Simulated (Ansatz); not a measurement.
# Ir: the cost of one run

Program: Ansatz 0.2.0. Level of theory: DFT PBE, scalar-relativistic, plane waves, PAW. These are calculated values, not measurements.

8 further runs of the same task are left out: 8 set aside as unsound or not needed.

**1. The structure to begin with**

Symmetry: Fm-3m, No. 225, cubic system. Conventional cell: a = 3.870 Å, b = 3.870 Å, c = 3.870 Å, α = 90.00°, β = 90.00°, γ = 90.00°. Ir (site symmetry m-3m) is surrounded by 12 Ir at 2.74 Å.

Structure file:

```xyz
1
Lattice="0.0000 1.9352 1.9352 1.9352 0.0000 1.9352 1.9352 1.9352 0.0000" Properties=species:S:1:pos:R:3 pbc="T T T"
Ir    0.0000    0.0000    0.0000
```

It is the result of an earlier relaxation at this level (volume 14.49 Å³/atom; gap on the mesh: none (metal)).

**2. The scan**

The energy is mapped over two normal modes frozen in (zone-centre modes of the cell shown, which folds in the wave vector (0, 1/2, 1/2) of the primitive cell).

First coordinate, amplitude of mode 4 (142 cm⁻¹), largest displacement: 11 values from −0.103 Å. Second coordinate, amplitude of mode 6 (179 cm⁻¹), largest displacement: 11 values from −0.115 Å.

Nothing else is relaxed (the cell and all other modes fixed). Energies count from the relaxed high-symmetry cell. Points are written as (first, second).

The modes come from a phonon run on the reference cell, made beforehand.

The patterns, per unit of each coordinate (Å):

| atom | x1 | y1 | z1 | x2 | y2 | z2 |
| --- | --- | --- | --- | --- | --- | --- |
| Ir1 | 0.000 | 1.000 | 0.000 | 1.000 | 0.000 | 0.000 |
| Ir2 | 0.000 | -1.000 | 0.000 | -1.000 | 0.000 | 0.000 |

**3. Grid point (−0.082 Å, −0.069 Å)**

input.yaml

```yaml
crystal:
  lattice:
    - [0.0, -1.9351816027, -1.9351816027]
    - [0.0, 1.9351816027, -1.9351816027]
    - [3.8703632054, 0.0, 0.0]
  atoms:
    - { symbol: Ir, position: [0.5212899916, 0.4787100084, 0.4821722158] }
    - { symbol: Ir, position: [-0.0212899916, 0.0212899916, 0.0178277842] }
basis:
  ecutwfc: 420
kpoints:
  mp_grid: { grid: [16, 16, 12] }
hamiltonian:
  xc: pbe
  pseudopotentials: { kind: paw, azcp: { folder: soft_1 } }
scf:
  occupations: { method: gaussian, width: 0.15 }
output:
  forces: true
  stress: true
  eigenvalues: true
```

Launch:

```bash
ansatz run input.yaml --threads 2 --pin off --max-ram 4096MiB --backend cpu --events-out ev --progress --plain --runs-dir out
```

**Question.** How long does this run take on 2 threads of Arm Neoverse N1, shared host, and how much memory does it need?

About 26 s, with a peak of 0.62 GiB.
